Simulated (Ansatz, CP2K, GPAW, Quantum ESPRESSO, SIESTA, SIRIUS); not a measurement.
## CsSnI3: programs and potentials compared

```
Cs I Sn
1.0
     6.20570    0.00000    0.00000
     0.00000    6.20570    0.00000
     0.00000    0.00000    6.20570
Cs I Sn
1 3 1
Direct
  0.00000 0.00000 0.00000
  0.50000 0.50000 0.00000
  0.50000 0.00000 0.50000
  0.00000 0.50000 0.50000
  0.50000 0.50000 0.50000
```

The cell was measured well above room temperature.

Alike in all runs: task band structure; functional PBEsol; k mesh 5 × 5 × 5; occupations fermi-dirac, width 0.05 eV; no spin polarisation; no spin-orbit coupling. Pressure is positive in compression and, in plane waves, holds the error of the finite cutoff. Gaps are the smaller of the mesh's and the band path's.

```
                                                                                                           program and potentials  plane-wave cutoff (eV)                                                                            notes  band gap (eV)  pressure (GPa)
                                        CP2K, POTENTIAL_UZH Cs GTH-PBE-q9, I GTH-PBE-q7, Sn GTH-PBE-q4; TZVP-MOLOPT-PBE-GTH basis                       -  atomic basis; potentials made for PBE; 6.8 valence electrons an atom on average           0.20            0.06
                                                                                   Ansatz, all-electron LAPW, scalar-relativistic                       -                                                                                -           0.27           -0.69
                                                                                                Quantum ESPRESSO, GBRV 1.5 PBEsol                     925                                         8.8 valence electrons an atom on average           0.27           -0.73
                                                                                    SIRIUS, all-electron FP-LAPW, apw+lo standard                       -                                                                                -           0.27               -
                                                                                GPAW, PAW data sets generated for this functional                     600                                         8.8 valence electrons an atom on average           0.25           -0.69
SIESTA, files PseudoDojo sr-pbesol-0.4.1-standard, DZP (energy shift 0.003 Ry; two zetas on semicore shells; d shell added on Cs)                       -                           atomic basis; 8.8 valence electrons an atom on average           0.25           -0.54
```

The band gap spans 0.20 (CP2K, POTENTIAL_UZH Cs GTH-PBE-q9, I GTH-PBE-q7, Sn GTH-PBE-q4; TZVP-MOLOPT-PBE-GTH basis) to 0.27 eV (Ansatz, all-electron LAPW, scalar-relativistic), with all-electron results at 0.27. The pressure spans -0.73 (Quantum ESPRESSO, GBRV 1.5 PBEsol) to 0.06 GPa (CP2K, POTENTIAL_UZH Cs GTH-PBE-q9, I GTH-PBE-q7, Sn GTH-PBE-q4; TZVP-MOLOPT-PBE-GTH basis), with all-electron results at -0.69. Spin-orbit coupling, left out here, moves the band edges of heavy atoms. The paths' points differ, which is worth about 0.01 eV. Rows in atomic bases carry the error of their basis and grid, which can be large.

Differences between rows come from potentials, basis sets and numerical settings, since the functional is the same but for its coding. Runs on potential files found faulty are left out.
